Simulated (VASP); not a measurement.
Wanted: the native input for a VASP 6.6.1 run.

```yaml
Task: relaxation of cell and atoms
Functional: PBE
Potentials_or_basis: VASP PAW PBE potentials, release 64 (Si, Ge_d)
Cutoff: 520 eV
k_mesh: 5 × 5 × 5
Occupations: gaussian, width 0.15 eV
Spin: no spin polarisation
Further_INCAR_settings: PREC = Normal; ALGO = Fast; EDIFF = 0.0001; IBRION = 2; EDIFFG = -0.08; NSW = 24; ISIF = 3
```

The structure of SiGe3 lies in POSCAR:

```
SiGe3
1.0
    0.0000000000      3.4706574800      3.4706574800
    3.4706574800      0.0000000000      3.4706574800
    3.4706574800      3.4706574800      0.0000000000
Si Ge
1 3
Direct
    0.5000000000      0.5000000000      0.5000000000
    0.2500000000      0.2500000000      0.2500000000
    0.7500000000      0.7500000000      0.7500000000
    0.0000000000      0.0000000000      0.0000000000
```

The cell was built by a generator and needn't be a form met in nature.

One way to write it, as run:

INCAR

```
PREC = Normal
ENCUT = 520
EDIFF = 1E-4
ISMEAR = 0
SIGMA = 0.15
LREAL = False
LASPH = True
NELM = 60
ALGO = Fast
ISIF = 3
LWAVE = False
LCHARG = False
GGA = PE
IBRION = 2
NSW = 24
EDIFFG = -0.08
```

KPOINTS

```
Automatic mesh
0
Gamma
  5 5 5
```

Potentials or basis: VASP PAW PBE potentials, release 64 (Si, Ge_d).

Launch:

```sh
$ cat potpaw_PBE.64/Si/POTCAR potpaw_PBE.64/Ge_d/POTCAR > POTCAR
$ mpirun -np 1 vasp_std > vasp.out
```

It gave:

```json
{
 "Relaxed volume": "17.70 Å³/atom",
 "Relaxed cell": "a = 4.643 Å, b = 4.643 Å, c = 4.643 Å, α = 60.00°, β = 60.00°, γ = 60.00°",
 "Space group after relaxing (to 0.05 Å)": "Fm-3m (No. 225)",
 "Energy gained by relaxing": "77.7 meV/atom",
 "Ionic steps": "2",
 "Pressure after relaxing": "0.6 GPa"
}
```

Caveat: the volume moved by over 15 % at a fixed basis, so the end points are rough.

It took 11 s on 1 thread of Intel(R) Xeon(R) 6975P-C (Granite Rapids) (shared host), peak memory 0.16 GiB.
